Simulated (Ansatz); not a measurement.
The system is Yb.

```
Yb
1.0
     0.00000    2.74310    2.74310
     2.74310    0.00000    2.74310
     2.74310    2.74310    0.00000
Yb
1
Direct
  0.00000 0.00000 0.00000
```

```yaml
Program: Ansatz 0.2.0
Task: relaxation of cell and atoms
Functional: PBE
Potentials_or_basis: Ansatz PAW
Cutoff: "420 eV (not typed: the program's choice for these potentials)"
k_mesh: 8 × 8 × 8
Occupations: fermi-dirac, width 0.05 eV
Spin: collinear spin, ferromagnetic start
Starting_moments: "[1.0] μB"
```

At the start: volume 41.28 Å³/atom.

Problem. How do energy, volume and symmetry change on relaxing?

Solution. It ends after 7 steps and the volume is 35.60 Å³/atom (-13.8 %); space group Fm-3m (No. 225, to 0.05 Å); moment 0.00 μB per cell.

Step by step:
```
step  energy change (eV)  largest force (eV/Å)  volume (Å³)
   1              0.0000                0.0000        41.28
   2             -0.0257                0.0000        39.09
   3             -0.0432                0.0000        34.96
   4             -0.0437                0.0000        35.76
   5             -0.0426                0.0000        35.76
   6             -0.0427                0.0000        35.60
   7             -0.0427                0.0000        35.60
```

Final structure:
```cif
data_structure
_symmetry_space_group_name_H-M 'P 1'
_symmetry_Int_Tables_number 1
_cell_length_a 3.6927
_cell_length_b 3.6927
_cell_length_c 3.6927
_cell_angle_alpha 60.000
_cell_angle_beta 60.000
_cell_angle_gamma 60.000
_cell_volume 35.60
loop_
_atom_site_label
_atom_site_type_symbol
_atom_site_fract_x
_atom_site_fract_y
_atom_site_fract_z
_atom_site_occupancy
Yb1 Yb 0.00000 0.00000 0.00000 1
```

Caveat: the plane-wave basis is chosen anew once the cell has moved, so the energies of steps on either side of that aren't comparable; the starting moments weren't kept.
